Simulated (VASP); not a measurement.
**From an Ansatz input to VASP: NaCl (zincblende)**

Ansatz input

```yaml
crystal:
  lattice:
    - [0.0, 3.0872728253, 3.0872728253]
    - [3.0872728253, 0.0, 3.0872728253]
    - [3.0872728253, 3.0872728253, 0.0]
  atoms:
    - { symbol: Na, position: [0.0, 0.0, 0.0] }
    - { symbol: Cl, position: [0.25, 0.25, 0.25] }
kpoints:
  mp_grid: { grid: [6, 6, 6] }
  band_path:
    path:
      - [0.0, 0.0, 0.0]
      - [0.5, 0.0, 0.5]
      - [0.5, 0.25, 0.75]
      - [0.375, 0.375, 0.75]
      - [0.5, 0.5, 0.5]
      - [0.625, 0.25, 0.625]
    npoints: 1
hamiltonian:
  xc: pbe0
scf:
  occupations: { method: fixed }
  n_extra_bands: 4
output:
  forces: true
  stress: true
  eigenvalues: true
```

**Question.** Translate this input to VASP.

**Answer.** 

INCAR, step 1 (PBE orbitals to start from)

```
NBANDS = 14
GGA = PE
LREAL = .FALSE.
EDIFF = 1E-5
LWAVE = .TRUE.
ENCUT = 520
ISMEAR = 0
LCHARG = .FALSE.
SIGMA = 0.01
LASPH = .TRUE.
NELM = 120
PREC = Accurate
```

INCAR, step 2

```
ISTART = 1
LHFCALC = .TRUE.
LASPH = .TRUE.
GGA = PE
NELM = 120
EDIFF = 1E-7
NSW = 0
IBRION = -1
ALGO = Normal
NBANDS = 14
ENCUT = 520
PREC = Accurate
LWAVE = .FALSE.
LCHARG = .FALSE.
LREAL = .FALSE.
SIGMA = 0.01
ISIF = 2
ISMEAR = 0
PRECFOCK = Fast
AEXX = 0.25
HFRCUT = -1
```

KPOINTS

```
KPOINTS created by Atomic Simulation Environment
0
Gamma
6 6 6
0 0 0
```

KPOINTS_OPT

```
special points
6
Reciprocal
0.0000000000 0.0000000000 0.0000000000 1
0.5000000000 0.0000000000 0.5000000000 1
0.5000000000 0.2500000000 0.7500000000 1
0.3750000000 0.3750000000 0.7500000000 1
0.5000000000 0.5000000000 0.5000000000 1
0.6250000000 0.2500000000 0.6250000000 1
```

POSCAR

```
Na Cl
 1.0000000000000000
     0.0000000000000000    3.0872728252856900    3.0872728252856900
     3.0872728252856900    0.0000000000000000    3.0872728252856900
     3.0872728252856900    3.0872728252856900   -0.0000000000000000
 Na  Cl
   1   1
Cartesian
  0.0000000000000000  0.0000000000000000  0.0000000000000000
  1.5436364126428450  1.5436364126428450  1.5436364126428450
```

VASP ran with the recommended PBE PAW datasets (14 valence electrons in the cell). Other inputs would serve too.

```tsv
	Ansatz	VASP
gap between bands v and c	6.99 eV	6.98 eV
least direct gap	6.99 eV	6.98 eV
pressure	0.4 GPa	0.4 GPa
```

Datasets and cutoffs are each program's own. VASP's cell holds 14 valence electrons and Ansatz's 16. Ansatz's stress includes a Pulay correction; VASP's doesn't.
